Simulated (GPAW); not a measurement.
# SnSe in GPAW: convergence with convergence criteria

Aim: find how far convergence criteria must go before the results for SnSe settle, at RPBE. This setting moves, with any that are tied to it; all else stays.

Program: GPAW 26.7.0. These are calculated values, not measurements. Logs are shortened: lines on timing, memory, paths and dates and some standing lists are left out, and cuts for length are marked. The log counts tension as positive stress, the text compression.

### Step 1. The structure

The cell holds a slab with vacuum, 4 atoms: a = 4.285 Å, b = 4.285 Å, c = 10.991 Å, α = 90.00°, β = 90.00°, γ = 90.00°.

### Step 2. With convergence criteria density=0.001 energy=0.01 eigenstates=0.0001

Input file run.py:

```python
from ase.dft.bandgap import bandgap
from ase.io import read, write
from ase.units import GPa
from gpaw import GPAW, PW

atoms = read('POSCAR')

calc = GPAW(mode=PW(600),
            xc='RPBE',
            kpts={'size': (4, 4, 2), 'gamma': True},
            occupations={'name': 'fermi-dirac', 'width': 0.05},
            nbands=33,
            convergence={'density': 0.001, 'energy': 0.01, 'eigenstates': 0.0001},
            maxiter=100,
            txt='gpaw.txt')
atoms.calc = calc
energy = atoms.get_potential_energy()
forces = atoms.get_forces()
stress = atoms.get_stress()
calc.write('gs.gpw')
write('result.traj', atoms)
print(f'Energy: {energy:.6f} eV')
print('Forces (eV/A):')
print(forces.round(4))
print('Stress (GPa):', (stress / GPa).round(3))
print('Fermi level:', round(calc.get_fermi_level(), 4), 'eV')
print(f'Gap: {bandgap(calc)[0]:.4f} eV, direct: {bandgap(calc, direct=True)[0]:.4f} eV')
```

Input file POSCAR:

```
SnSe
1.0
    4.2853274191      0.0000000000      0.0000000000
    0.0000000000      4.2853274191      0.0000000000
    0.0000000000      0.0000000000     10.9906921300
Sn Se
2 2
Direct
    0.0000000000      0.5000000000      0.6277708900
    0.5000000000      0.0000000000      0.3722291100
    0.0000000000      0.5000000000      0.3839605100
    0.5000000000      0.0000000000      0.6160394900
```

Potentials or basis: the program's PAW data sets (release 1.2.1) made for this functional, pw.

Command:

```bash
> OMP_NUM_THREADS=1 python run.py
```

It took 26 s on 1 thread of Arm Neoverse V2, shared host; peak memory 0.26 GiB.

Results:

* Free energy: -15.4578 eV
* Largest force: 0.268 eV/Å
* Band gap on the k mesh: 1.60 eV, indirect (least direct gap 1.76 eV)

### Step 3. With convergence criteria default

Edit run.py of step 2 so:

```diff
@@ -12,3 +12,2 @@
             nbands=33,
-            convergence={'density': 0.001, 'energy': 0.01, 'eigenstates': 0.0001},
             maxiter=100,
```

POSCAR is that of step 2.

Potentials or basis: the program's PAW data sets (release 1.2.1) made for this functional, pw.

Command:

```bash
> OMP_NUM_THREADS=1 python run.py
```

It took 36 s on 1 thread of Arm Neoverse V2, shared host; peak memory 0.26 GiB.

Results (log left out):

| Quantity | Value |
| --- | --- |
| Free energy | -15.4578 eV |
| Largest force | 0.258 eV/Å |
| Band gap on the k mesh | 1.60 eV, indirect (least direct gap 1.76 eV) |

### Step 4. With convergence criteria density=1e-05 energy=1e-05

Edit run.py of step 3 so:

```diff
@@ -12,2 +12,3 @@
             nbands=33,
+            convergence={'density': 1e-05, 'energy': 1e-05},
             maxiter=100,
```

POSCAR is that of step 3.

Command:

```bash
> OMP_NUM_THREADS=1 python run.py
```

Wall time 36 s (1 thread of Arm Neoverse V2, shared host); peak memory 0.26 GiB.

It converged, with:

| Property | Result |
| --- | --- |
| Free energy | -15.4578 eV |
| Largest force | 0.258 eV/Å |
| Band gap on the k mesh | 1.60 eV, indirect (least direct gap 1.76 eV) |

### Step 5. With convergence criteria density=1e-05 forces=0.0001

Edit run.py of step 4 so:

```diff
@@ -12,3 +12,3 @@
             nbands=33,
-            convergence={'density': 1e-05, 'energy': 1e-05},
+            convergence={'density': 1e-05, 'forces': 0.0001},
             maxiter=100,
```

POSCAR is that of step 4.

Command:

```bash
> OMP_NUM_THREADS=1 python run.py
```

Wall time 40 s (1 thread of Arm Neoverse V2, shared host); peak memory 0.26 GiB.

The run converged. Its results:

* Free energy: -15.4578 eV
* Largest force: 0.258 eV/Å
* Band gap on the k mesh: 1.60 eV, indirect (least direct gap 1.76 eV)

### Step 6. With convergence criteria density=1e-06 energy=1e-06 eigenstates=1e-10

Edit run.py of step 5 so:

```diff
@@ -12,3 +12,3 @@
             nbands=33,
-            convergence={'density': 1e-05, 'forces': 0.0001},
+            convergence={'density': 1e-06, 'energy': 1e-06, 'eigenstates': 1e-10},
             maxiter=100,
```

POSCAR is that of step 5.

Potentials or basis: the program's PAW data sets (release 1.2.1) made for this functional, pw.

Command:

```bash
> OMP_NUM_THREADS=1 python run.py
```

gpaw.txt:

```text
__  _  _
 | _ |_)|_||  |
 |__||  | ||/\| - 26.7.0

Input parameters:
  mode=PW(ecut=600.0),
  convergence={'density': 1e-06, 'energy': 1e-06, 'eigenstates': 1e-10},
  kpts=MonkhorstPack(size=(4, 4, 2), gamma=True),
  maxiter=100,
  nbands=33,
  occupations=Occupations(name='fermi-dirac', width=0.05),
  xc=XC(name='RPBE')

Diagonalizing LCAO Hamiltonian
Converting LCAO to pw mode
    .----------.
   /|          |
  / |          |
 *  |          |
 |  |          |
 |  |          |
 |  |          |
 | Sn          |
 |  |  Se      |
 |  |          |
 | Se          |
 |  |          |
 |  |  Sn      |
 |  |          |
 |  .----------.
 | /          /
 |/          /
 *----------*

Atoms  # Å, Bohr magnetons
|   | symbol |        x |        y |        z |    initial magnetic moments |
|---|--------|----------|----------|----------|-----------------------------|
| 0 |     Sn | 0.000000 | 2.142664 | 6.899637 | ( 0.0000,  0.0000,  0.0000) |
| 1 |     Sn | 2.142664 | 0.000000 | 4.091056 | ( 0.0000,  0.0000,  0.0000) |
| 2 |     Se | 0.000000 | 2.142664 | 4.219992 | ( 0.0000,  0.0000,  0.0000) |
| 3 |     Se | 2.142664 | 0.000000 | 6.770700 | ( 0.0000,  0.0000,  0.0000) |

Unit cell  # Å
| periodic |        x |        y |         z |   lengths |    angles |
|----------|----------|----------|-----------|-----------|-----------|
|      yes | 4.285327 | 0.000000 |  0.000000 |  4.285327 | 90.000000 |
|      yes | 0.000000 | 4.285327 |  0.000000 |  4.285327 | 90.000000 |
|      yes | 0.000000 | 0.000000 | 10.990692 | 10.990692 | 90.000000 |

Number of symmetries: 8
Symmetry operations  # r_c * U_cc + t_c -> r_c
|   | kind |            matrix            |
|---|------|------------------------------|
| 0 |  E   |  1, 0, 0,  0, 1, 0,  0, 0, 1 |
| 1 |  σ   |  1, 0, 0,  0,-1, 0,  0, 0, 1 |
| 2 |  C2  |  0, 1, 0,  1, 0, 0,  0, 0,-1 |
| 3 |  S4  |  0, 1, 0, -1, 0, 0,  0, 0,-1 |
| 4 |  S4  |  0,-1, 0,  1, 0, 0,  0, 0,-1 |
| 5 |  C2  |  0,-1, 0, -1, 0, 0,  0, 0,-1 |
| 6 |  σ   | -1, 0, 0,  0, 1, 0,  0, 0, 1 |
| 7 |  C2  | -1, 0, 0,  0,-1, 0,  0, 0, 1 |

BZ-sampling:
  Number of BZ points: 32
  Number of IBZ points: 12

  Monkhorst-Pack size: [4, 4, 2]
  Monkhorst-Pack shift: [0.125, 0.125, 0.25]

K-points  # in reciprocal-cell coordinates
|     |                                coordinates |     weight |
|-----|--------------------------------------------|------------|
|   0 | (  0.00000000,   0.00000000,   0.00000000) | 0.03125000 |
|   1 | (  0.00000000,   0.00000000,   0.50000000) | 0.03125000 |
|   2 | (  0.25000000,   0.00000000,   0.00000000) | 0.12500000 |
|   3 | (  0.25000000,   0.00000000,   0.50000000) | 0.12500000 |
|   4 | (  0.25000000,   0.25000000,   0.00000000) | 0.12500000 |
|   5 | (  0.25000000,   0.25000000,   0.50000000) | 0.12500000 |
|   6 | (  0.50000000,   0.00000000,   0.00000000) | 0.06250000 |
|   7 | (  0.50000000,   0.00000000,   0.50000000) | 0.06250000 |
|   8 | (  0.50000000,   0.25000000,   0.00000000) | 0.12500000 |
|   9 | (  0.50000000,   0.25000000,   0.50000000) | 0.12500000 |
| ... |                                            |            |
|  11 | (  0.50000000,   0.50000000,   0.50000000) | 0.03125000 |

Plane wave coefficients: 6759
Cutoff: 600.0 eV

Spin-components: 1 (collinear spins)
Bands:           33
Projectors:      22
Spin-degeneracy: 2
Datatype:        complex128

Parallelization:
  kpt:    1
  domain: 1
  band:   1

Density:
  Valence electrons: 40.0
  Components: 1
  Grid points: [25 25 63]
  Charge: 0.0  # |e|

Potential:
  Grid points: [25 25 63]

species:
  Sn:
    name:    Tin
    Z:       50.0
    valence: 14
    core:    36
    charge:  0.0  # [|e|]
    compensation charges:
      type: gauss
      rc: 0.38  # [Å]
      lmax: 2
    cutoffs:
      filter: 2.23  # [Å]
      core: 2.35  # [Å]
    projectors
    | kind |    occ | energy [eV] | rcut [Å] |
    |------|--------|-------------|----------|
    |   5s |  2.000 |     -10.465 |    1.201 |
    |   5p |  2.000 |      -3.644 |    1.270 |
    |   4d | 10.000 |     -25.852 |    1.185 |
    |    s |        |      16.747 |    1.201 |
    |    p |        |      23.567 |    1.270 |
    |    d |        |       1.359 |    1.185 |

    Using partial waves for Sn as LCAO basis

  Se:
    name:    Selenium
    Z:       34.0
    valence: 6
    core:    28
    charge:  0.0  # [|e|]
    compensation charges:
      type: gauss
      rc: 0.27  # [Å]
      lmax: 2
    cutoffs:
      filter: 1.77  # [Å]
      core: 2.67  # [Å]
    projectors
    | kind |    occ | energy [eV] | rcut [Å] |
    |------|--------|-------------|----------|
    |   4s |  2.000 |     -17.221 |    0.847 |
    |   4p |  4.000 |      -6.481 |    1.005 |
    |    s |        |       9.991 |    0.847 |
    |    p |        |      20.730 |    1.005 |
    |    d |        |       0.000 |    0.847 |

    Using partial waves for Se as LCAO basis

Reference energy: -468259.009814  # eV

eigensolver:
  PPCG
  Converge bands: occupied
  niter=2

density mixing:
  MSR1-Mixer
  Pratt-step length: 0.05
  Maximum mixing coefficient: 0.75
  Old densities: 10
  SVD Regularization: 0.005
  Good broyden scale: 1.0
  Trust region scale: 1.0
  Backstep threshold: 4.0
  History deletion threshold: 6.0
  Fourier metric: weight=20.0, sigma=0.015

occupation numbers:
  Fermi-Dirac:
    width: 0.0500  # eV

poisson solver:
  ecut: 4800.0  # eV

xc functional:
  name: RPBE with 2 nearest neighbor stencil

convergence criteria:
- Maximum integral of absolute [dens]ity change: 1e-06 electrons / valence electron
- Maximum [total energy] change in last 3 cyles: 1e-06 eV / valence electron
- Maximum integral of absolute [eigenst]ate change: 1e-10 eV^2 / valence electron
maximum number of iterations: 100

SCF iterations
|iter     | |      energy | eigst |  dens |
|---------|-|-------------|-------|-------|
|iter:   1| |  -15.815392 | -0.06 |       |
|iter:   2| |  -15.738876 | -1.98 | -1.26 |
|iter:   3| |  -15.459151 | -1.98 | -1.31 |
|iter:   4| |  -15.460795 | -2.59 | -1.81 |
|iter:   5| |  -15.456940 | -3.33 | -2.21 |
|iter:   6| |  -15.457695 | -4.28 | -2.51 |
|iter:   7| |  -15.457758 | -5.34 | -3.27 |
|iter:   8| |  -15.457765 | -6.28 | -3.83 |
|iter:   9| |  -15.457765c| -7.23 | -4.56 |
|iter:  10| |  -15.457765c| -8.08 | -5.09 |
|iter:  11| |  -15.457765c| -8.95 | -5.69 |
|iter:  12| |  -15.457765c| -9.79 | -6.20c|
|iter:  13| |  -15.457765c|-10.24c| -6.71c|

Converged in 13 steps
Energy contributions relative to reference atoms: (reference = -468259.009814)

Energy contributions:
  Kinetic:          28.547651
  Coulomb:         -29.096374
  Zero:             -0.079840
  External:          0.000000
  Xc:              -14.829202
  Entropy:          -0.000000
  Spinorbit:         0.000000
  ----------------------------
  Free energy:     -15.457765
  Extrapolated:    -15.457765

dipole moment: (-30.240973, -30.240973, 0.000093)  # |e|*Ang

Fermi level: 1.725
Eigenvalues  # (at kpt = [0.000, 0.000, 0.000])
| band index |      eig [eV] | occ [0-2] |
|------------|---------------|-----------|
|          0 |       -20.150 |     2.000 |
|        ... |               |           |
|         12 |        -5.136 |     2.000 |
|         13 |        -3.855 |     2.000 |
|         14 |        -2.357 |     2.000 |
|         15 |        -2.005 |     2.000 |
|         16 |        -2.005 |     2.000 |
|         17 |        -0.686 |     2.000 |
[... 8 lines left out ...]
|         26 |         6.789 |     0.000 |
|         27 |         6.789 |     0.000 |
|        ... |               |           |
|         32 |         9.697 |     0.000 |

Gap: 1.603 eV
Transition (v -> c):
  (s=0, k=4, n=19, [0.25, 0.25, 0.00]) -> (s=0, k=1, n=20, [0.00, 0.00, 0.50])
Direct/indirect transitions are different
Direct gap: 1.755 eV
Transition at: (s=0, k=1, n=19, [0.00, 0.00, 0.50])

Forces  # eV/Ang
|        x |       y |        z |
|----------|---------|----------|
|  0.00000 | 0.00000 |  0.21134 |  # Sn   0
| -0.00000 | 0.00000 | -0.21134 |  # Sn   1
|  0.00000 | 0.00000 | -0.25825 |  # Se   2
|  0.00000 | 0.00000 |  0.25825 |  # Se   3

Stress tensor  # eV/Ang^3
|         x |         y |         z |
|-----------|-----------|-----------|
| -0.007849 |  0.000000 |  0.000000 |
|  0.000000 | -0.007849 |  0.000000 |
|  0.000000 |  0.000000 | -0.006135 |

# Writing to gs.gpw (mode='')
```

Run time: 47 s. Hardware: 1 thread of Arm Neoverse V2, shared host; peak memory 0.26 GiB.

What came out:

```
Free energy            : -15.4578 eV
Largest force          : 0.258 eV/Å
Band gap on the k mesh : 1.60 eV, indirect (least direct gap 1.76 eV)
```

### Step 7. Summary

```
                        convergence criteria  energy less the tightest run, at zero smearing (meV/atom)  largest force (eV/Å)  SCF cycles  CPU time (s)  peak memory (GiB)
density=0.001 energy=0.01 eigenstates=0.0001                                                       0.00                 0.268           7            26               0.26
                                     default                                                       0.00                 0.258          10            36               0.26
                  density=1e-05 energy=1e-05                                                       0.00                 0.258          10            36               0.26
                 density=1e-05 forces=0.0001                                                       0.00                 0.258          12            40               0.26
density=1e-06 energy=1e-06 eigenstates=1e-10                                                       0.00                 0.258          13            47               0.26
```

Against the tightest run, the energy stays within 1 meV/atom from density=0.001 energy=0.01 eigenstates=0.0001 on; the largest force stays within 0.005 eV/Å from default on. The tightest run that finished is the yardstick and may itself not be fully converged.

Caveats: spin-orbit coupling is left out, which moves the levels of the heavy elements.
